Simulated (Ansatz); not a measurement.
Crystal: SnO.

```xyz
4
Lattice="3.8137 0.0000 0.0000 0.0000 3.8137 0.0000 0.0000 0.0000 4.8869" Properties=species:S:1:pos:R:3 pbc="T T T"
Sn    1.9068    0.0000    3.7367
Sn    0.0000    1.9068    1.1503
O     0.0000    0.0000    0.0000
O     1.9068    1.9068    0.0000
```

The cell is a database's computed one.

* Program: Ansatz 0.2.0
* Task: single point
* Functional: PBE
* Potentials or basis: Ansatz PAW
* Cutoff: 420 eV (not typed: the program's choice for these potentials)
* k mesh: 7 × 7 × 6
* Occupations: fermi-dirac, width 0.05 eV
* Spin: no spin polarisation

On this cell: pressure 3.6 GPa; largest force 0.371 eV/Å; band gap on the k mesh 0.37 eV, indirect (least direct gap 2.07 eV).

The same run follows on a disturbed copy (atoms moved at random, drawn with an rms of 0.05 Å):

```xyz
4
Lattice="3.8137 0.0000 0.0000 0.0000 3.8137 0.0000 0.0000 0.0000 4.8869" Properties=species:S:1:pos:R:3 pbc="T T T"
Sn    1.9419   -0.0165    3.7618
Sn    0.0122    1.9097    1.0991
O     0.0261    0.0131   -0.0093
O     1.8823    1.8902   -0.0079
```

What changes?

The energy moves by +17.3 meV/atom; pressure 6.1 GPa; largest force 1.161 eV/Å; band gap on the k mesh 0.62 eV, indirect (least direct gap 1.98 eV).

Forces in eV/Å, atoms in the order of the input:
```
Sn  -0.109  0.048 -1.070
Sn  -0.098 -0.002  1.157
O   -0.194 -0.189 -0.029
O    0.401  0.142 -0.059
```

Stress tensor (GPa, compression positive):
```
 6.24  0.04 -0.18
 0.04  6.12  0.01
-0.18  0.01  6.04
```

Caveats: odd divisions of the mesh miss points on the zone boundary, where band edges often lie, so the gap on the mesh can be too wide; spin-orbit coupling is left out, which moves the levels of the heavy elements.

A k mesh can miss the band edges.
